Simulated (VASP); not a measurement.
FeO, 2 atoms in the cell. The structure is cubic, space group F-43m (No. 216). The conventional cell has a = 4.540 Å, b = 4.540 Å, c = 4.540 Å, α = 90.00°, β = 90.00°, γ = 90.00°. Around Fe (site symmetry -43m) lie 4 O at 1.97 Å. Around O (site symmetry -43m) lie 4 Fe at 1.97 Å. The cell comes from a database or a generator and needn't be the stable form of this composition. The cell isn't the ideal one: volume scaled by 0.96, PAW files.

| Property | Result |
| --- | --- |
| Program | VASP 6.6.1 |
| Task | electric field gradients |
| Functional | PBE |
| Potentials or basis | VASP PAW PBE potentials, release 64 (Fe, O) |
| Cutoff | 520 eV |
| k mesh | 13 × 13 × 13 |
| Occupations | fermi-dirac, width 0.08 eV |
| Spin | collinear spin, typed start |
| Starting moments | [3.0, 0.0] μB |
| Dipole correction | no |
| Further INCAR settings | ALGO = Normal; EDIFF = 1e-08; NBANDS = 18 |

Potentials or basis: VASP PAW PBE potentials, release 64 (Fe, O).

Run with:

```bash
$ cat potpaw_PBE.64/Fe/POTCAR potpaw_PBE.64/O/POTCAR > POTCAR
$ mpirun -np 1 vasp_std > vasp.out
```

Hardware: 1 thread of AMD EPYC 7R13 Processor (Zen 3), on a shared host.

Problem. How long does it take, and how much memory?

Solution. Run time: 82 s on 1 thread of AMD EPYC 7R13 Processor (Zen 3), on a shared host, peak memory 0.16 GiB. Counts: scf iterations 19, k points 84.
